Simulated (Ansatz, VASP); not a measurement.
## In in VASP and in Ansatz

Contents of INCAR:

```
PREC     = Accurate       # precision mode
ENCUT    = 600            # plane-wave cutoff, eV
EDIFF    = 1E-6           # SCF threshold, eV
ISMEAR   = -1             # smearing method
SIGMA    = 0.03           # smearing width, eV
LREAL    = False          # projectors in reciprocal space
LASPH    = True           # aspherical terms in the spheres
NELM     = 100            # most SCF steps
ALGO     = Normal         # electronic algorithm
ISIF     = 3              # what is computed and relaxed
LWAVE    = False          # write WAVECAR
LCHARG   = False          # write CHGCAR
GGA      = PE             # functional
IBRION   = 2              # ionic algorithm
NSW      = 100            # ionic steps
EDIFFG   = -0.005         # ionic threshold
```

The input KPOINTS:

```
regular mesh
0
Gamma
  12 12 12
```

Contents of POSCAR:

```
In
1.0
    3.0255967940      0.0000000000      0.0000000000
    0.0000000000      3.0255967940      0.0000000000
    0.0000000000      0.0000000000      3.0255967940
In
1
Direct
    0.0000000000      0.0000000000      0.0000000000
```

Input for Ansatz:

```yaml
crystal:
  lattice:
    - [3.025596794, 0.0, 0.0]
    - [0.0, 3.025596794, 0.0]
    - [0.0, 0.0, 3.025596794]
  atoms:
    - { symbol: In, position: [0.0, 0.0, 0.0] }
kpoints:
  mp_grid: { grid: [12, 12, 12] }
scf:
  occupations: { method: fermi_dirac, width: 0.03 }
hamiltonian:
  xc: pbe
  pseudopotentials: { kind: paw }
output:
  forces: true
  stress: true
relax:
  f_tol: 0.005
  max_steps: 80
  cell: {}
```

Alike in both runs: task relaxation of cell and atoms; functional PBE; k mesh 12 × 12 × 12; occupations fermi-dirac, width 0.03 eV; no spin polarisation.

|  | VASP | Ansatz |
| --- | --- | --- |
| version | VASP 6.6.1 | Ansatz 0.2.0 |
| potentials or method | VASP PAW PBE potentials, release 64 (In_d) | PAW with Ansatz's default frozen-core files, scalar-relativistic |
| plane-wave cutoff (eV) | 600 | 420 |
| valence electrons in the cell | 13 | 13 |

VASP gave:

| Quantity | Value |
| --- | --- |
| relaxed volume (Å³/atom) | 29.44 |
| relaxed cell length with the largest relative difference (Å) | 3.088 |
| energy change over the relaxation (meV/atom) | -11 |

**Question.** What did Ansatz give for the same quantities?

**Answer.** Relaxed volume (Å³/atom): 29.41; relaxed cell length with the largest relative difference (Å): 3.087; energy change over the relaxation (meV/atom): -11.
